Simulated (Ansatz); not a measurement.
Ta5N6 — coordination and 181Ta quadrupole coupling

Cell: a computed structure from the Materials Project (it need not be an observed phase), atoms as given.

```cif
data_Ta5N6
_symmetry_space_group_name_H-M 'P6_3/mcm'
_symmetry_Int_Tables_number 193
_cell_length_a 5.1913
_cell_length_b 5.1913
_cell_length_c 10.4379
_cell_angle_alpha 90.000
_cell_angle_beta 90.000
_cell_angle_gamma 120.000
loop_
_atom_site_label
_atom_site_type_symbol
_atom_site_symmetry_multiplicity
_atom_site_Wyckoff_symbol
_atom_site_fract_x
_atom_site_fract_y
_atom_site_fract_z
Ta1 Ta 6 g 0.6762 0.0000 0.7500
Ta7 Ta 4 d 0.3333 0.6667 0.5000
N N 12 k 0.3413 0.3413 0.3786
```

One atom of each set is listed.

The numbers come from a DFT calculation in Ansatz (r2SCAN, plane waves and PAW (field gradients read without the response of the frozen cores, which leaves them typically 4 to 6 % off), scalar-relativistic, 500 eV cutoff, Γ-centred 7×7×4 k-points, Fermi–Dirac smearing 0.05 eV).

Q(181Ta) = 3170 mb.

**Question.** Rank these Ta sites by |C_Q|, smallest first.
A. Ta1: 6 N at 2.19–2.20 Å
B. Ta7: 6 N at 2.13 Å

**Answer.** B (172 MHz, η = 0.00), A (713 MHz, η = 0.04).

An axis of threefold or higher order runs through Ta7, so V_zz lies along it and η is zero.

With no gap above 0.1 eV, as in a metal, the gradients converge slowly in k; expect changes of a tenth or more on a denser mesh. Without spin–orbit coupling the gradients at and beside Ta can be off by some per cent, at some sites by more.
